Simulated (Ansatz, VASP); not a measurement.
This is a calculation of Sb for Ansatz 0.2.0.

The input input.yaml:

```yaml
crystal:
  lattice:
    - [-1.8460493956, 1.8460493956, 1.8460493956]
    - [1.8460493956, -1.8460493956, 1.8460493956]
    - [1.8460493956, 1.8460493956, -1.8460493956]
  atoms:
    - { symbol: Sb, position: [0.0, 0.0, 0.0] }
hamiltonian:
  xc: pbesol
  pseudopotentials: { kind: paw }
kpoints:
  mp_grid: { grid: [10, 10, 10] }
scf:
  occupations: { method: fermi_dirac, width: 0.05 }
output:
  forces: true
  stress: true
  eigenvalues: true
```

Potentials or basis: Ansatz PAW.

Command:

```sh
$ ansatz run input.yaml --threads 1 --pin off --max-ram 3584MiB --backend cpu --events-out ev --progress --plain --runs-dir out
```

Task: Translate it to VASP 6.6.1. Potentials there: VASP PAW PBE potentials, release 64 (Sb).

Result: As run (the cutoff follows the program's own potentials):

Contents of INCAR:

```
SYSTEM = Sb
PREC = Accurate ; ENCUT = 520
EDIFF = 1E-7 ; ISMEAR = -1
SIGMA = 0.05 ; LREAL = .FALSE.
LASPH = .TRUE. ; NELM = 80
ALGO = Normal ; ISIF = 2
LWAVE = .FALSE. ; LCHARG = .FALSE.
GGA = PS ; NBANDS = 8
```

File KPOINTS:

```
Automatic mesh
0
G
  10 10 10
  0 0 0
```

The input POSCAR:

```
Sb
1.0
   -1.8460493956      1.8460493956      1.8460493956
    1.8460493956     -1.8460493956      1.8460493956
    1.8460493956      1.8460493956     -1.8460493956
Sb
1
Direct
    0.0000000000      0.0000000000      0.0000000000
```

Potentials or basis: VASP PAW PBE potentials, release 64 (Sb).

Command:

```console
$ cat potpaw_PBE.64/Sb/POTCAR > POTCAR
$ mpirun -np 1 vasp_std > vasp.out
```

Both were run:

|  | VASP | Ansatz | Ansatz less VASP |
| --- | --- | --- | --- |
| gap on the k mesh at the Fermi level (eV) | none | none | - |
| pressure (GPa) | 3.0 | 3.0 | -0.03 |

A gap of «none» marks a metal or a gap that the smearing closes. The two sets of potentials don't hold the same shells in valence.

Caveats: the PAW data sets were made with another functional, which shifts forces and pressure a little (VASP); the PAW data sets come from PBE, with cores solved anew for the run's functional, which leaves a small shift of forces and pressure (Ansatz). Spin-orbit coupling is left out, which matters for the levels of Sb.
